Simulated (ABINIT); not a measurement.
Runs of ABINIT 10.8.3 (patched build) on MnO. It takes space group Fm-3m (No. 225, cubic). The conventional cell has a = 4.448 Å, b = 4.448 Å, c = 4.448 Å, α = 90.00°, β = 90.00°, γ = 90.00°. Around Mn (site symmetry m-3m) lie 6 O at 2.22 Å. Around O (site symmetry m-3m) lie 6 Mn at 2.22 Å. The cell is a database's computed one.

```tsv
task	level	potentials or basis	U	k mesh	cutoff (eV)	smearing	double counting (usepawu)	occupation projector (dmatpuopt)	perturbed atom	perturbed element	parameter computed	other keys	mesh quality	gap on the mesh (eV)	pressure (GPa)	moment (μB)
Hubbard U by linear response	LDA+U	JTH PAW LDA v2.0	Mn d U = 0 eV	5 × 5 × 5	599	fermi-dirac 0.05 eV	1	3	1	Mn	U	-	coarse	none	-	4.54
Hubbard U by linear response	AM05+U	Ansatz PAW PBE default generated set, frozen core	Mn d U = 0 eV	5 × 5 × 5	381	fermi-dirac 0.05 eV	1	3	1	Mn	U	-	coarse	none	-	(c)
Hund's J by linear response	LDA-PZ+U	JTH PAW LDA v2.0	Mn d U = 2 eV	5 × 5 × 5	707	fermi-dirac 0.05 eV	1	2	1	Mn	J	-	coarse	none	-8.6	4.92
single point	WC	PseudoDojo NC SR PBEsol v0.4.1 standard	-	8 × 8 × 8	1143	fermi-dirac 0.05 eV	-	-	-	-	-	-	not flagged	none	-7.2	(a)
single point	PBEsol	PseudoDojo NC SR PBEsol v0.4.1 standard	-	8 × 8 × 8	1143	fermi-dirac 0.05 eV	-	-	-	-	-	-	not flagged	none	-8.4	4.81
Hubbard U by linear response	WC+U	JTH PAW PBE v2.0	Mn d U = 2 eV	5 × 5 × 5	599	fermi-dirac 0.136 eV	1	3	1	Mn	U	width = 0.136	coarse	none	-	4.96
Hubbard U by linear response	PBEsol+U	JTH PAW PBE v2.0	Mn d U = 0 eV	5 × 5 × 5	599	fermi-dirac 0.05 eV	1	3	1	Mn	U	-	coarse	none	-	4.77
optical spectrum	WC	PseudoDojo NC SR PBEsol v0.4.1 standard	-	6 × 6 × 6, with 4 shifts	1143	fermi-dirac 0.05 eV	-	-	-	-	-	-	not flagged	-	-6.8	(b)
```

Alike in all rows: spin collinear, ferromagnetic start; cell as given.

Task: Estimate the missing entries.

Result: (a) 4.83; (b) 4.84; (c) 4.79.

Caveats: some runs use coarse meshes; a cell with one magnetic atom can't hold antiferromagnetic order, which such compounds often take; the shifted atom has its images in every cell, so this scalar value isn't converged in cell size and belongs to these projectors alone (some runs); the PAW data sets were made with another functional, which shifts forces and pressure a little (some runs); the potentials were made for another functional, which shifts forces and pressure (some runs); semilocal functionals often make such compounds metallic where correlation or magnetic order opens a gap, which also shifts bond lengths (some runs); the atomic spheres overlap (some runs); Libxc's GGAs can fail where the two spin gradients oppose each other (some runs).

A gap of «none» marks a metal or a gap under the smearing width.
